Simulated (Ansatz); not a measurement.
The system is CsSnI3.

```xyz
5
Lattice="6.2057 0.0000 0.0000 0.0000 6.2057 0.0000 0.0000 0.0000 6.2057" Properties=species:S:1:pos:R:3 pbc="T T T"
Cs    0.0000    0.0000    0.0000
I     3.1029    3.1029    0.0000
I     3.1029    0.0000    3.1029
I     0.0000    3.1029    3.1029
Sn    3.1029    3.1029    3.1029
```

Base run:

| Quantity | Value |
| --- | --- |
| Program | Ansatz 0.2.0 |
| Functional | LDA |
| Potentials or basis | all-electron LAPW, scalar-relativistic |
| Cutoff | 174 eV |
| Density cutoff | 697 eV |
| Basis error allowed | 0.002 eV/atom |
| k mesh | 5 × 5 × 5 |
| Occupations | fermi-dirac, width 0.05 eV |
| Spin | no spin polarisation |

Its results: pressure -1.6 GPa.

Question: After a change of settings the same cell gave: pressure -0.7 GPa. Which change was it?
A. functional from LDA to PBE
B. functional from LDA to PBEsol
C. functional from LDA to PBE; basis error allowed from 0.002 eV/atom to 0.001 eV/atom

Answer: B.

PBEsol binds less tightly than LDA, so the same cell stands under more pressure.

Caveats: the cell was measured hot, at 500 K.

Not every run made on this cell is shown here.
